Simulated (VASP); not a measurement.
# SnTe (Cm) in VASP: further runs

The runs below take SnTe through single point, with PBE.

Program: VASP 6.6.1. These are calculated values, not measurements. Logs are shortened: lines on timing, memory, paths and dates and some standing lists are left out, and cuts for length are marked.

## Step 1: The cell of the first run

The structure is monoclinic, space group Cm (No. 8). Conventional cell: a = 6.412 Å, b = 6.412 Å, c = 4.534 Å, α = 90.00°, β = 135.00°, γ = 90.00°. Sn (site symmetry m) has 6 Te at 3.03 to 3.38 Å as nearest neighbours. Te (site symmetry m) is surrounded by 6 Sn at 3.03 to 3.38 Å.

## Step 2: Single point, PBE (mode 1 frozen in at -0.092 Å and mode 2 at -0.037 Å (largest displacements))

INCAR reads:

```
ALGO = Fast
EDIFF = 1E-6
ENCUT = 520
GGA = PE
ISIF = 2
ISMEAR = 0
LASPH = True
LCHARG = True
LELF = True
LREAL = False
LVHAR = True
LWAVE = False
NBANDS = 17
NELM = 100
PREC = Accurate
SIGMA = 0.03
```

KPOINTS reads:

```
k-points
0
Gamma
  10 10 10
```

POSCAR reads:

```
SnTe
1.0
    0.0000000000      3.2061701262      3.2061701262
    3.2061701262      0.0000000000      3.2061701262
    3.2061701262      3.2061701262      0.0000000000
Sn Te
1 1
Direct
    0.0086084016     -0.0086084016     -0.0200862704
    0.4919913530      0.5080086470      0.5186868429
```

Potentials or basis: VASP PAW PBE potentials, release 64 (Sn_d, Te).

Command:

```bash
> cat potpaw_PBE.64/Sn_d/POTCAR potpaw_PBE.64/Te/POTCAR > POTCAR
> mpirun -np 1 vasp_std > vasp.out
```

OUTCAR:

```text
EDIFF = 1E-6
   ENCUT = 520
   GGA = PE
   ISIF = 2
   ISMEAR = 0
   LASPH = True
   LREAL = False
   NELM = 100
   PREC = Accurate

 ion  position               nearest neighbor table
   1  0.009  0.991  0.980-   2 3.03   2 3.14   2 3.21   2 3.21   2 3.28   2 3.38
   2  0.492  0.508  0.519-   1 3.03   1 3.14   1 3.21   1 3.21   1 3.28   1 3.38

  LATTYP: Found a face centered cubic cell.
 ALAT       =     6.4123402524

  Lattice vectors:

 A1 = (   0.0000000000,   3.2061701262,   3.2061701262)
 A2 = (   3.2061701262,   0.0000000000,   3.2061701262)
 A3 = (   3.2061701262,   3.2061701262,   0.0000000000)

Analysis of symmetry for initial positions (statically):
=====================================================================
 Subroutine PRICEL returns:
 Original cell was already a primitive cell.

 Routine SETGRP: Setting up the symmetry group for a
 face centered cubic supercell.

 Subroutine GETGRP returns: Found  2 space group operations
 (whereof  2 operations were pure point group operations)
 out of a pool of 48 trial point group operations.

The static configuration has the point symmetry C_1h.

Analysis of symmetry for dynamics (positions and initial velocities):
=====================================================================
 Subroutine PRICEL returns:
 Original cell was already a primitive cell.

 Routine SETGRP: Setting up the symmetry group for a
 face centered cubic supercell.

 Subroutine GETGRP returns: Found  2 space group operations
 (whereof  2 operations were pure point group operations)
 out of a pool of 48 trial point group operations.

The dynamic configuration has the point symmetry C_1h.

 Subroutine INISYM returns: Found  2 space group operations
 (whereof  2 operations are pure point group operations),
 and found     1 'primitive' translations

----------------------------------------------------------------------------------------

                                     Primitive cell

  volume of cell :      65.9158

  direct lattice vectors                    reciprocal lattice vectors
     0.000000000  3.206170126  3.206170126    -0.155949304  0.155949304  0.155949304
     3.206170126  0.000000000  3.206170126     0.155949304 -0.155949304  0.155949304
     3.206170126  3.206170126  0.000000000     0.155949304  0.155949304 -0.155949304

  length of vectors
     4.534209276  4.534209276  4.534209276     0.270112118  0.270112118  0.270112118

  position of ions in fractional coordinates (direct lattice)
     0.008608402  0.991391598  0.979913730
     0.491991353  0.508008647  0.518686843

  ion indices of the primitive-cell ions
   primitive index   ion index
                 1           1
                 2           2

----------------------------------------------------------------------------------------

 KPOINTS: k-points

Automatic generation of k-mesh.
 Grid dimensions read from file:
 generate k-points for:   10   10   10

 Generating k-lattice:

  Cartesian coordinates                     Fractional coordinates (reciprocal lattice)
    -0.015594930  0.015594930  0.015594930     0.100000000  0.000000000  0.000000000
     0.015594930 -0.015594930  0.015594930     0.000000000  0.100000000  0.000000000
     0.015594930  0.015594930 -0.015594930     0.000000000  0.000000000  0.100000000

  Length of vectors
     0.027011212  0.027011212  0.027011212

  Shift w.r.t. Gamma in fractional coordinates (k-lattice)
     0.000000000  0.000000000  0.000000000

 Subroutine IBZKPT returns following result:
 ===========================================

 Found    282 irreducible k-points:

 Following reciprocal coordinates:
            Coordinates               Weight
  0.000000  0.000000  0.000000      1.000000
  0.100000  0.000000  0.000000      4.000000
  0.000000  0.000000  0.100000      4.000000
  0.200000  0.000000  0.000000      4.000000
  0.000000  0.000000  0.200000      4.000000
  0.300000  0.000000  0.000000      4.000000
[... 16 lines left out ...]
  0.100000  0.000000  0.300000      4.000000
  0.100000  0.100000 -0.200000      4.000000
 [... further k-points ...]
   k-points           NKPTS =    282   k-points in BZ     NKDIM =    282   number of bands    NBANDS=     17
   number of dos      NEDOS =    301   number of ions     NIONS =      2
   total plane-waves  NPLWV =  46656
   dimension x,y,z NGX =    36 NGY =   36 NGZ =   36
   dimension x,y,z NGXF=    72 NGYF=   72 NGZF=   72
   ions per type =               1   1
   NGX,Y,Z   is equivalent  to a cutoff of  13.20, 13.20, 13.20 a.u.
   NGXF,Y,Z  is equivalent  to a cutoff of  26.40, 26.40, 26.40 a.u.
 SYSTEM =  unknown system
   PREC   = accura    normal or accurate (medium, high low for compatibility)
   ISTART =      0    job   : 0-new  1-cont  2-samecut
   ICHARG =      2    charge: 1-file 2-atom 10-const
   ISPIN  =      1    spin polarized calculation?
   LNONCOLLINEAR =      F non collinear calculations
   LSORBIT =      F    spin-orbit coupling
   LASPH  =      T    aspherical Exc in radial PAW
   ENCUT  =  520.0 eV  38.22 Ry    6.18 a.u.   8.43  8.43  8.43*2*pi/ulx,y,z
   NELM   =    100;   NELMIN=  2; NELMDL= -5     # of ELM steps
   EDIFF  = 0.1E-05   stopping-criterion for ELM
   LREAL  =      F    real-space projection
   EDIFFG = 0.1E-04   stopping-criterion for IOM
   NSW    =      0    number of steps for IOM
   IBRION =     -1    ionic relax: 0-MD 1-quasi-New 2-CG
   NFREE  =      0    steps in history (QN), initial steepest desc. (CG)
   ISIF   =      2    stress and relaxation
   ISYM   =      2    0-nonsym 1-usesym 2-fastsym
   POTIM  = 0.5000    time-step for ionic-motion
   TEBEG  =    0.0;   TEEND  =   0.0 temperature during run
   PSTRESS=    0.0 pullay stress
   NELECT =      20.0000    total number of electrons
   NUPDOWN=      -1.0000    fix difference up-down
   EMIN   =  10.00;   EMAX   =-10.00  energy-range for DOS
   EFERMI =   0.00;   METHOD = LEGACY
   ISMEAR =     0;   SIGMA  =   0.03  broadening in eV -4-tet -1-fermi 0-gaus
   EFERMI_NEDOS =   21; number of points for ismear=-14 and -15
   IALGO  =     68    algorithm
   IMIX   =      4    mixing-type and parameters
     AMIX     =   0.40;   BMIX     =  1.00
     AMIX_MAG =   1.60;   BMIX_MAG =  1.00
  volume/ion in A,a.u.               =      32.96       222.41
  Fermi-wavevector in a.u.,A,eV,Ry     =   1.100073  2.078837 16.465242  1.210161
  Thomas-Fermi vector in A             =   2.236478
   LORBIT       =      0    0 simple, 1 ext, 2 COOP (PROOUT), +10 PAW based schemes
   GGA     = PE    functional components
   LHFCALC =     F    Hartree Fock is set to
   AEXX    =    0.0000 exact exchange contribution
   IVDW    =     0    specifies the selected vdW correction
   LEPSILON=     F    determine dielectric tensor
   LRPA    =     F    only Hartree local field effects (RPA)
 non-spin polarized calculation
 RMM-DIIS sequential band-by-band and
 Gauss-broadening in eV      SIGMA  =   0.03
  energy-cutoff  :      520.00
  volume of cell :       65.92
 maximum number of plane-waves:      1807
 NGX is ok and might be reduce to    36
   NGX = 17   NGY = 17   NGZ = 17

 number of electron      19.9999997 magnetization

 Free energy of the ion-electron system (eV)
  ---------------------------------------------------
  ext. energy  EPLUGINS =         0.00000000
  ---------------------------------------------------
  free energy    TOTEN  =        -7.56381160 eV

  energy without entropy =       -7.56381160  energy(sigma->0) =       -7.56381160

 E-fermi :   6.3323     XC(G=0):  -9.2532

 val. band max:        6.1963831893   @ k =   0.5000   0.0000   0.0000
 cond. band min:       6.4907901313   @ k =   0.5000   0.0000   0.0000
 fundamental gap:      0.2944069420
 Fermi energy:         6.3323218153

 k-point     1 :       0.0000    0.0000    0.0000
  band No.  band energies     occupation
      1     -15.5366      2.00000
      2     -15.5335      2.00000
      3     -15.5313      2.00000
      4     -15.5279      2.00000
      5     -15.5268      2.00000
      6      -6.1449      2.00000
[... 9 lines left out ...]
     16      11.3697      0.00000
     17      13.1801      0.00000

 k-point     2 :       0.1000    0.0000    0.0000
  band No.  band energies     occupation
      1     -15.5369      2.00000
      2     -15.5333      2.00000
      3     -15.5316      2.00000
      4     -15.5276      2.00000
      5     -15.5265      2.00000
      6      -6.0668      2.00000
[... 9 lines left out ...]
     16      11.4723      0.00000
     17      13.8115      0.00000

 k-point     3 :       0.0000    0.0000    0.1000
  band No.  band energies     occupation
      1     -15.5369      2.00000
      2     -15.5332      2.00000
      3     -15.5316      2.00000
      4     -15.5276      2.00000
      5     -15.5264      2.00000
      6      -6.0678      2.00000
[... 9 lines left out ...]
     16      11.4775      0.00000
     17      13.8464      0.00000

 k-point     4 :       0.2000    0.0000    0.0000
  band No.  band energies     occupation
      1     -15.5376      2.00000
      2     -15.5335      2.00000
      3     -15.5314      2.00000
      4     -15.5266      2.00000
      5     -15.5255      2.00000
      6      -5.8422      2.00000
[... 9 lines left out ...]
     16      11.9413      0.00000
     17      15.1566      0.00000
[... 343 lines left out ...]
      1     -15.5371      2.00000
      2     -15.5354      2.00000
      3     -15.5327      2.00000
      4     -15.5247      2.00000
      5     -15.5236      2.00000
      6      -5.5656      2.00000
[... 9 lines left out ...]
     16      13.1811      0.00000
     17      15.5041      0.00000

 k-point    23 :       0.1000    0.0000    0.3000
  band No.  band energies     occupation
      1     -15.5395      2.00000
      2     -15.5336      2.00000
      3     -15.5298      2.00000
      4     -15.5272      2.00000
      5     -15.5233      2.00000
      6      -5.5764      2.00000
[... 9 lines left out ...]
     16      13.2111      0.00000
     17      15.4871      0.00000

 k-point    24 :       0.1000    0.1000   -0.2000
  band No.  band energies     occupation
      1     -15.5399      2.00000
      2     -15.5333      2.00000
      3     -15.5298      2.00000
      4     -15.5260      2.00000
      5     -15.5244      2.00000
      6      -5.5754      2.00000
[... 9 lines left out ...]
     16      13.1857      0.00000
     17      15.5465      0.00000

 [... further k-points ...]
[... 5 lines left out ...]
  --------------------------------------------------------------------------------------
  -------------------------------------------------------------------------------------
  Total        0.3560665      0.0679204      0.0151957      0.0610579      0.0000000      0.0000000
  in kB        8.6547001      1.6509020      0.3693530      1.4840983      0.0000000      0.0000000
  external PRESSURE =       3.5583184 kB  Pullay stress =       0.0000000 kB

 VOLUME and BASIS-vectors are now :
 -----------------------------------------------------------------------------
  energy-cutoff  :      520.00
  volume of cell :       65.92
      direct lattice vectors                 reciprocal lattice vectors
     0.000000000  3.206170126  3.206170126    -0.155949304  0.155949304  0.155949304
     3.206170126  0.000000000  3.206170126     0.155949304 -0.155949304  0.155949304
     3.206170126  3.206170126  0.000000000     0.155949304  0.155949304 -0.155949304

 POSITION                                       TOTAL-FORCE (eV/Angst)
 -----------------------------------------------------------------------------------
      6.32034      3.16937      3.20617         0.069041      0.018602      0.000000
      3.29176      3.24041      3.20617        -0.069041     -0.018602      0.000000
 -----------------------------------------------------------------------------------
    total drift:                               -0.000411     -0.000003      0.000000

  FREE ENERGIE OF THE ION-ELECTRON SYSTEM (eV)
  ---------------------------------------------------
  free  energy   TOTEN  =        -7.5638116037 eV

  energy  without entropy=       -7.5638116037  energy(sigma->0) =       -7.56381160
```

It took 3 min on 1 thread of Intel Xeon 6975P-C (Granite Rapids), shared host; peak memory 0.45 GiB.

What came out:

```yaml
Free_energy: -7.5638 eV
Pressure: 0.4 GPa
Largest_force: 0.072 eV/Å
Band_gap_on_the_k_mesh: 0.29 eV, direct
```

Forces in eV/Å, atoms in the order of the input:
```
Sn   0.069  0.019  0.000
Te  -0.069 -0.019  0.000
```

Caveat: spin-orbit coupling is left out, which moves the levels of the heavy elements. A k mesh can miss the band edges.

## Step 3: Single point, PBE (mode 1 frozen in at -0.018 Å and mode 2 at -0.018 Å (largest displacements))

INCAR reads:

```
SYSTEM = SnTe
ALGO = Fast ; EDIFF = 1E-6
ENCUT = 520 ; GGA = PE
ISIF = 2 ; ISMEAR = 0
LASPH = .True. ; LCHARG = .False.
LREAL = .False. ; LWAVE = .False.
NBANDS = 17 ; NELM = 100
PREC = Accurate ; SIGMA = 0.03
```

KPOINTS reads:

```
k-points
0
Gamma
  10 10 10
  0 0 0
```

POSCAR reads:

```
SnTe
1.0
    0.0000000000      3.2061701262      3.2061701262
    3.2061701262      0.0000000000      3.2061701262
    3.2061701262      3.2061701262      0.0000000000
Sn Te
1 1
Direct
    0.0000000000      0.0000000000     -0.0057389344
    0.5000000000      0.5000000000      0.5053390980
```

Potentials or basis: VASP PAW PBE potentials, release 64 (Sn_d, Te).

Command:

```bash
> cat potpaw_PBE.64/Sn_d/POTCAR potpaw_PBE.64/Te/POTCAR > POTCAR
> mpirun -np 1 vasp_std > vasp.out
```

Run time: 91 s. Hardware: 1 thread of Intel Xeon 6975P-C (Granite Rapids), shared host; peak memory 0.35 GiB.

It converged, with:

- Free energy: -7.5654 eV
- Pressure: -0.1 GPa
- Largest force: 0.013 eV/Å
- Band gap on the k mesh: 0.06 eV, direct

Forces in eV/Å, atoms in the order of the input:
```
Sn  -0.009 -0.009  0.000
Te   0.009  0.009  0.000
```

Levels at points of the mesh, in eV from the valence-band top:
```tsv
k point	band 6	band 7	band 8	band 9	band 10	band 11	band 12	band 13	band 14	band 15
(0.00, 0.00, 0.00)	-12.42	-4.86	-2.00	-1.99	-1.99	3.23	3.24	3.25	4.86	4.87
(0.50, 0.00, 0.00)	-11.27	-8.06	-1.68	-1.68	0.00	0.06	0.47	0.47	7.67	8.59
(0.00, 0.00, 0.50)	-11.27	-8.05	-1.68	-1.67	-0.06	0.12	0.46	0.47	7.66	8.61
(0.50, 0.50, 0.00)	-11.01	-6.42	-5.20	-3.49	-3.48	2.38	4.69	4.70	6.02	8.88
(0.00, 0.50, 0.50)	-11.01	-6.43	-5.19	-3.48	-3.48	2.38	4.69	4.69	6.02	8.88
```

Caveat: spin-orbit coupling is left out, which moves the levels of the heavy elements. A k mesh can miss the band edges.
